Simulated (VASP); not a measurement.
# SiC (Moissanite 3C) (F-43m) in VASP: notebook

One crystal, SiC (Moissanite 3C), is run at these levels: MS2, PBE, PBE0; tasks: single point, relaxation of the atoms, relaxation of cell and atoms.

Everything below comes from runs of VASP 6.6.1. Logs are shortened: lines on timing, memory, paths and dates and some standing lists are left out, and cuts for length are marked.

**Experimental background.**

From “Insight into the structural, elastic and electronic properties of a new orthorhombic 6O-SiC polytype”, 2020, pmc:7200658, for a bulk crystal of SiC: band gap 2.4 eV (indirect).

How close the calculation comes is told below.

**1. The crystal as given**

Symmetry: F-43m, No. 216, cubic system. Conventional cell: a = 4.358 Å, b = 4.358 Å, c = 4.358 Å, α = 90.00°, β = 90.00°, γ = 90.00°. Si (site symmetry -43m) is surrounded by 4 C at 1.89 Å. C (site symmetry -43m) is surrounded by 4 Si at 1.89 Å.

**2. Single point, MS2, collinear spin, random start**

INCAR

```
SYSTEM = SiC
PREC = Accurate
ENCUT = 520
EDIFF = 1E-6
ISMEAR = -5
SIGMA = 0.05
LREAL = .FALSE.
LASPH = .TRUE.
NELM = 60
ALGO = Normal
ISIF = 2
LWAVE = .FALSE.
LCHARG = .FALSE.
ISPIN = 2
MAGMOM = 0.42 0
LORBIT = 11
METAGGA = MS2
LMIXTAU = .TRUE.
NBANDS = 15
```

KPOINTS

```
Automatic mesh
0
G
  10 10 10
  0 0 0
```

POSCAR

```
SiC
1.0
    0.0000000000      2.1790000000      2.1790000000
    2.1790000000      0.0000000000      2.1790000000
    2.1790000000      2.1790000000      0.0000000000
Si C
1 1
Direct
    0.0000000000      0.0000000000      0.0000000000
    0.7500000000      0.7500000000      0.7500000000
```

Potentials or basis: VASP PAW PBE potentials, release 64 (Si, C).

Launch:

```bash
cat potpaw_PBE.64/Si/POTCAR potpaw_PBE.64/C/POTCAR > POTCAR
mpirun -np 1 vasp_std > vasp.out
```

OUTCAR:

```text
SYSTEM = SiC
   PREC = Accurate
   ENCUT = 520
   EDIFF = 1E-6
   ISMEAR = -5
   LREAL = .FALSE.
   LASPH = .TRUE.
   NELM = 60
   ISIF = 2
   ISPIN = 2
   LORBIT = 11
   METAGGA = MS2

 ion  position               nearest neighbor table
   1  0.000  0.000  0.000-   2 1.89   2 1.89   2 1.89   2 1.89
   2  0.750  0.750  0.750-   1 1.89   1 1.89   1 1.89   1 1.89

  LATTYP: Found a face centered cubic cell.
 ALAT       =     4.3580000000

  Lattice vectors:

 A1 = (   0.0000000000,   2.1790000000,   2.1790000000)
 A2 = (   2.1790000000,   0.0000000000,   2.1790000000)
 A3 = (   2.1790000000,   2.1790000000,   0.0000000000)

Analysis of symmetry for initial positions (statically):
=====================================================================
 Subroutine PRICEL returns:
 Original cell was already a primitive cell.

 Routine SETGRP: Setting up the symmetry group for a
 face centered cubic supercell.

 Subroutine GETGRP returns: Found 24 space group operations
 (whereof 24 operations were pure point group operations)
 out of a pool of 48 trial point group operations.

The static configuration has the point symmetry T_d .

Analysis of symmetry for dynamics (positions and initial velocities):
=====================================================================
 Subroutine PRICEL returns:
 Original cell was already a primitive cell.

 Routine SETGRP: Setting up the symmetry group for a
 face centered cubic supercell.

 Subroutine GETGRP returns: Found 24 space group operations
 (whereof 24 operations were pure point group operations)
 out of a pool of 48 trial point group operations.

The dynamic configuration has the point symmetry T_d .

Analysis of structural, dynamic, and magnetic symmetry:
=====================================================================
 Subroutine PRICEL returns:
 Original cell was already a primitive cell.

 Routine SETGRP: Setting up the symmetry group for a
 face centered cubic supercell.

 Subroutine GETGRP returns: Found 24 space group operations
 (whereof 24 operations were pure point group operations)
 out of a pool of 48 trial point group operations.

The overall configuration has the point symmetry T_d .

 Subroutine INISYM returns: Found 24 space group operations
 (whereof 24 operations are pure point group operations),
 and found     1 'primitive' translations

----------------------------------------------------------------------------------------

                                     Primitive cell

  volume of cell :      20.6920

  direct lattice vectors                    reciprocal lattice vectors
     0.000000000  2.179000000  2.179000000    -0.229463056  0.229463056  0.229463056
     2.179000000  0.000000000  2.179000000     0.229463056 -0.229463056  0.229463056
     2.179000000  2.179000000  0.000000000     0.229463056  0.229463056 -0.229463056

  length of vectors
     3.081571352  3.081571352  3.081571352     0.397441672  0.397441672  0.397441672

  position of ions in fractional coordinates (direct lattice)
     0.000000000  0.000000000  0.000000000
     0.750000000  0.750000000  0.750000000

  ion indices of the primitive-cell ions
   primitive index   ion index
                 1           1
                 2           2

----------------------------------------------------------------------------------------

 KPOINTS: Automatic mesh

Automatic generation of k-mesh.
 Grid dimensions read from file:
 generate k-points for:   10   10   10

 Generating k-lattice:

  Cartesian coordinates                     Fractional coordinates (reciprocal lattice)
    -0.022946306  0.022946306  0.022946306     0.100000000  0.000000000  0.000000000
     0.022946306 -0.022946306  0.022946306     0.000000000  0.100000000  0.000000000
     0.022946306  0.022946306 -0.022946306     0.000000000  0.000000000  0.100000000

  Length of vectors
     0.039744167  0.039744167  0.039744167

  Shift w.r.t. Gamma in fractional coordinates (k-lattice)
     0.000000000  0.000000000  0.000000000

 TETIRR: Found    148 inequivalent tetrahedra from     6000

 Subroutine IBZKPT returns following result:
[... 65 lines left out ...]
   ISPIN  =      2    spin polarized calculation?
   LNONCOLLINEAR =      F non collinear calculations
   LSORBIT =      F    spin-orbit coupling
   LASPH  =      T    aspherical Exc in radial PAW
   ENCUT  =  520.0 eV  38.22 Ry    6.18 a.u.   5.73  5.73  5.73*2*pi/ulx,y,z
   NELM   =     60;   NELMIN=  2; NELMDL= -5     # of ELM steps
   EDIFF  = 0.1E-05   stopping-criterion for ELM
   LREAL  =      F    real-space projection
   EDIFFG = 0.1E-04   stopping-criterion for IOM
   NSW    =      0    number of steps for IOM
   IBRION =     -1    ionic relax: 0-MD 1-quasi-New 2-CG
   NFREE  =      0    steps in history (QN), initial steepest desc. (CG)
   ISIF   =      2    stress and relaxation
   ISYM   =      2    0-nonsym 1-usesym 2-fastsym
   POTIM  = 0.5000    time-step for ionic-motion
   TEBEG  =    0.0;   TEEND  =   0.0 temperature during run
   PSTRESS=    0.0 pullay stress
   NELECT =       8.0000    total number of electrons
   NUPDOWN=      -1.0000    fix difference up-down
   EMIN   =  10.00;   EMAX   =-10.00  energy-range for DOS
   EFERMI =   0.00;   METHOD = LEGACY
   ISMEAR =    -5;   SIGMA  =   0.05  broadening in eV -4-tet -1-fermi 0-gaus
   EFERMI_NEDOS =   21; number of points for ismear=-14 and -15
   IALGO  =     38    algorithm
   IMIX   =      4    mixing-type and parameters
     AMIX     =   0.40;   BMIX     =  1.00
     AMIX_MAG =   1.60;   BMIX_MAG =  1.00
  volume/ion in A,a.u.               =      10.35        69.82
  Fermi-wavevector in a.u.,A,eV,Ry     =   1.192626  2.253736 19.352338  1.422357
  Thomas-Fermi vector in A             =   2.328660
   LORBIT       =     11    0 simple, 1 ext, 2 COOP (PROOUT), +10 PAW based schemes
   METAGGA = MS2    functional components
   LHFCALC =     F    Hartree Fock is set to
   AEXX    =    0.0000 exact exchange contribution
   IVDW    =     0    specifies the selected vdW correction
   LEPSILON=     F    determine dielectric tensor
   LRPA    =     F    only Hartree local field effects (RPA)
 spin polarized calculation
 Fermi weights with tetrahedron method with Bloechl corrections
  energy-cutoff  :      520.00
  volume of cell :       20.69
 maximum number of plane-waves:       568
   NGX = 11   NGY = 11   NGZ = 11

 number of electron       8.0000001 magnetization      -0.0000743

 number of electron       8.0000001 magnetization       0.0000006

 Free energy of the ion-electron system (eV)
  ---------------------------------------------------
  ext. energy  EPLUGINS =         0.00000000
  ---------------------------------------------------
  free energy    TOTEN  =       -21.28120583 eV

  energy without entropy =      -21.28120583  energy(sigma->0) =      -21.28120583

 E-fermi :   8.0211     XC(G=0): -11.8648

 val. band max:        7.8685036519   @ k =   0.0000   0.0000   0.0000
 cond. band min:       9.5402780044   @ k =   0.5000   0.5000   0.0000
 fundamental gap:      1.6717743525
 Fermi energy:         8.0210638370

 spin component 1

 k-point     1 :       0.0000    0.0000    0.0000
  band No.  band energies     occupation
      1      -8.1060      1.00000
      2       7.8685      1.00000
      3       7.8685      1.00000
      4       7.8685      1.00000
      5      14.7470      0.00000
      6      15.9316      0.00000
      7      15.9316      0.00000
      8      15.9316      0.00000
      9      23.1414      0.00000
     10      23.1414      0.00000
     11      24.9965      0.00000
     12      25.9226      0.00000
     13      25.9226      0.00000
     14      25.9226      0.00000
[... 689 lines left out ...]
      2       1.7968      1.00000
      3       3.6275      1.00000
      4       6.1549      1.00000
      5      13.9045      0.00000
      6      16.4049      0.00000
      7      17.5249      0.00000
      8      19.2330      0.00000
      9      21.6236      0.00000
     10      24.7542      0.00000
     11      28.8196      0.00000
     12      30.2950      0.00000
     13      32.3971      0.00000
     14      35.0510      0.00000
     15      36.1101      0.00000

 [... further k-points ...]

 spin component 2

 k-point     1 :       0.0000    0.0000    0.0000
  band No.  band energies     occupation
      1      -8.1060      1.00000
      2       7.8685      1.00000
      3       7.8685      1.00000
      4       7.8685      1.00000
      5      14.7471      0.00000
      6      15.9316      0.00000
      7      15.9316      0.00000
      8      15.9316      0.00000
      9      23.1414      0.00000
     10      23.1414      0.00000
     11      24.9965      0.00000
     12      25.9226      0.00000
     13      25.9226      0.00000
     14      25.9226      0.00000
[... 689 lines left out ...]
      2       1.7968      1.00000
      3       3.6275      1.00000
      4       6.1549      1.00000
      5      13.9045      0.00000
      6      16.4049      0.00000
      7      17.5249      0.00000
      8      19.2330      0.00000
      9      21.6236      0.00000
     10      24.7542      0.00000
     11      28.8196      0.00000
     12      30.2950      0.00000
     13      32.3971      0.00000
     14      35.0510      0.00000
     15      36.1101      0.00000

 [... further k-points ...]

------------------------ aborting loop because EDIFF is reached ----------------------------------------

  FORCE on cell =-STRESS in cart. coord.  units (eV):
  Direction    XX          YY          ZZ          XY          YZ          ZX
  --------------------------------------------------------------------------------------
  -------------------------------------------------------------------------------------
  Total       -0.1199431     -0.1199431     -0.1199431     -0.0000000      0.0000000      0.0000000
  in kB       -9.2871844     -9.2871844     -9.2871844     -0.0000000      0.0000000      0.0000000
  external PRESSURE =      -9.2871844 kB  Pullay stress =       0.0000000 kB

 VOLUME and BASIS-vectors are now :
 -----------------------------------------------------------------------------
  energy-cutoff  :      520.00
  volume of cell :       20.69
      direct lattice vectors                 reciprocal lattice vectors
     0.000000000  2.179000000  2.179000000    -0.229463056  0.229463056  0.229463056
     2.179000000  0.000000000  2.179000000     0.229463056 -0.229463056  0.229463056
     2.179000000  2.179000000  0.000000000     0.229463056  0.229463056 -0.229463056

 POSITION                                       TOTAL-FORCE (eV/Angst)
 -----------------------------------------------------------------------------------
      0.00000      0.00000      0.00000        -0.000000     -0.000000     -0.000000
      3.26850      3.26850      3.26850         0.000000      0.000000      0.000000
 -----------------------------------------------------------------------------------
    total drift:                               -0.000002     -0.000002     -0.000002

  FREE ENERGIE OF THE ION-ELECTRON SYSTEM (eV)
  ---------------------------------------------------
  free  energy   TOTEN  =       -21.2812058319 eV

  energy  without entropy=      -21.2812058319  energy(sigma->0) =      -21.28120583

 total charge

# of ion       s       p       d       tot
------------------------------------------
    1        0.710   0.987   0.000   1.696
    2        0.842   1.707   0.000   2.549
--------------------------------------------------
tot          1.552   2.694   0.000   4.246

 magnetization (x)

# of ion       s       p       d       tot
------------------------------------------
    1        0.000   0.000   0.000   0.000
    2       -0.000  -0.000   0.000  -0.000
--------------------------------------------------
tot          0.000  -0.000   0.000  -0.000
```

Run time: 3.9 min. Hardware: 1 thread of AMD EPYC 7R43 (Zen 3), shared host; peak memory 0.12 GiB.

Results:

```yaml
Free_energy: -21.2812 eV
Pressure: -0.9 GPa
Band_gap_on_the_k_mesh: 1.67 eV, indirect (least direct gap 4.86 eV)
Net_moment: 0.00 μB per cell
Valence_electrons_inside_the_program's_atomic_spheres: Si 1.70; C 2.55
```

Caveat: the PAW data sets were made with another functional, which shifts forces and pressure a little.

**3. Relaxation of the atoms, PBE (volume scaled by 0.96)**

INCAR

```
PREC     = Accurate       # precision mode
ENCUT    = 520            # plane-wave cutoff, eV
EDIFF    = 1E-6           # SCF threshold, eV
ISMEAR   = 0              # smearing method
SIGMA    = 0.05           # smearing width, eV
LREAL    = False          # projectors in reciprocal space
LASPH    = True           # aspherical terms in the spheres
NELM     = 80             # most SCF steps
ALGO     = Normal         # electronic algorithm
ISIF     = 2              # what is computed and relaxed
LWAVE    = False          # write WAVECAR
LCHARG   = False          # write CHGCAR
GGA      = PE             # functional
IBRION   = 2              # ionic algorithm
NSW      = 40             # ionic steps
EDIFFG   = -0.01          # ionic threshold
```

KPOINTS

```
Automatic mesh
0
Gamma
  10 10 10
```

POSCAR

```
SiC
1.0
    0.0000000000      2.1495504440      2.1495504440
    2.1495504440      0.0000000000      2.1495504440
    2.1495504440      2.1495504440      0.0000000000
Si C
1 1
Selective dynamics
Direct
    0.0000000000      0.0000000000      0.0000000000  F F F
    0.7500000000      0.7500000000      0.7500000000  T T T
```

Potentials or basis: VASP PAW PBE potentials, release 64 (Si, C).

Launch:

```bash
cat potpaw_PBE.64/Si/POTCAR potpaw_PBE.64/C/POTCAR > POTCAR
mpirun -np 1 vasp_std > vasp.out
```

OUTCAR:

```text
PREC = Accurate
   ENCUT = 520
   EDIFF = 1E-6
   ISMEAR = 0
   LREAL = False
   LASPH = True
   NELM = 80
   ISIF = 2
   GGA = PE
   IBRION = 2
   NSW = 40
   EDIFFG = -0.01

 ion  position               nearest neighbor table
   1  0.000  0.000  0.000-   2 1.86   2 1.86   2 1.86   2 1.86
   2  0.750  0.750  0.750-   1 1.86   1 1.86   1 1.86   1 1.86

  LATTYP: Found a face centered cubic cell.
 ALAT       =     4.2991008880

  Lattice vectors:

 A1 = (   0.0000000000,   2.1495504440,   2.1495504440)
 A2 = (   2.1495504440,   0.0000000000,   2.1495504440)
 A3 = (   2.1495504440,   2.1495504440,   0.0000000000)

Analysis of symmetry for initial positions (statically):
=====================================================================
 Subroutine PRICEL returns:
 Original cell was already a primitive cell.

 Routine SETGRP: Setting up the symmetry group for a
 face centered cubic supercell.

 Subroutine GETGRP returns: Found 24 space group operations
 (whereof 24 operations were pure point group operations)
[... 205 lines left out ...]
 cond. band min:       9.8892911903   @ k =   0.5000   0.5000   0.0000
 fundamental gap:      1.3179215823
 Fermi energy:         8.8603805695

 k-point     1 :       0.0000    0.0000    0.0000
  band No.  band energies     occupation
      1      -7.1559      2.00000
      2       8.5714      2.00000
      3       8.5714      2.00000
      4       8.5714      2.00000
      5      15.2860      0.00000
      6      16.1688      0.00000
      7      16.1688      0.00000
      8      16.1688      0.00000
[... 419 lines left out ...]
 k-point    40 :      -0.2000    0.3000    0.1000
  band No.  band energies     occupation
      1      -3.8998      2.00000
      2       2.5604      2.00000
      3       4.2125      2.00000
      4       6.8073      2.00000
      5      14.2589      0.00000
      6      16.7547      0.00000
      7      17.7459      0.00000
      8      19.5353      0.00000

 [... further k-points ...]

------------------------ aborting loop because EDIFF is reached ----------------------------------------

  FORCE on cell =-STRESS in cart. coord.  units (eV):
  Direction    XX          YY          ZZ          XY          YZ          ZX
  --------------------------------------------------------------------------------------
  -------------------------------------------------------------------------------------
  Total        1.6297576      1.6297576      1.6297576     -0.0000000     -0.0000000     -0.0000000
  in kB      131.4500244    131.4500244    131.4500244     -0.0000000     -0.0000000     -0.0000000
  external PRESSURE =     131.4500244 kB  Pullay stress =       0.0000000 kB

 VOLUME and BASIS-vectors are now :
 -----------------------------------------------------------------------------
  energy-cutoff  :      520.00
  volume of cell :       19.86
      direct lattice vectors                 reciprocal lattice vectors
     0.000000000  2.149550444  2.149550444    -0.232606777  0.232606777  0.232606777
     2.149550444  0.000000000  2.149550444     0.232606777 -0.232606777  0.232606777
     2.149550444  2.149550444  0.000000000     0.232606777  0.232606777 -0.232606777

 POSITION                                       TOTAL-FORCE (eV/Angst)
 -----------------------------------------------------------------------------------
      0.00000      0.00000      0.00000         0.000000      0.000000      0.000000
      3.22433      3.22433      3.22433        -0.000000     -0.000000     -0.000000
 -----------------------------------------------------------------------------------
    total drift:                               -0.000000     -0.000000     -0.000000

  FREE ENERGIE OF THE ION-ELECTRON SYSTEM (eV)
  ---------------------------------------------------
  free  energy   TOTEN  =       -15.0160718530 eV

  energy  without entropy=      -15.0160718530  energy(sigma->0) =      -15.01607185

 reached required accuracy - stopping structural energy minimisation
```

Wall time 15 s (1 thread of AMD EPYC 7R43 (Zen 3), shared host); peak memory 0.1 GiB.

Results:

- Free energy: -15.0161 eV
- Pressure after relaxing: 13.1 GPa
- Band gap on the k mesh: 1.32 eV, indirect (least direct gap 4.58 eV)

Final structure:
```xyz
2
Lattice="0.0000 2.1496 2.1496 2.1496 0.0000 2.1496 2.1496 2.1496 0.0000" Properties=species:S:1:pos:R:3 pbc="T T T"
Si    0.0000    0.0000    0.0000
C     3.2243    3.2243    3.2243
```

Levels at points of the mesh, in eV from the valence-band top:
```tsv
k point	band 1	band 2	band 3	band 4	band 5	band 6	band 7	band 8
(0.00, 0.00, 0.00)	-15.73	0.00	0.00	0.00	6.71	7.60	7.60	7.60
(0.50, 0.00, 0.00)	-12.01	-8.76	-1.06	-1.06	5.81	7.39	7.39	10.28
(0.50, 0.50, 0.00)	-10.51	-7.93	-3.26	-3.26	1.32	4.47	14.52	14.52
```

Caveat: the relaxation stopped at its first step, so nothing moved. A k mesh can miss the band edges.

(Continued in part 2 of 2.)
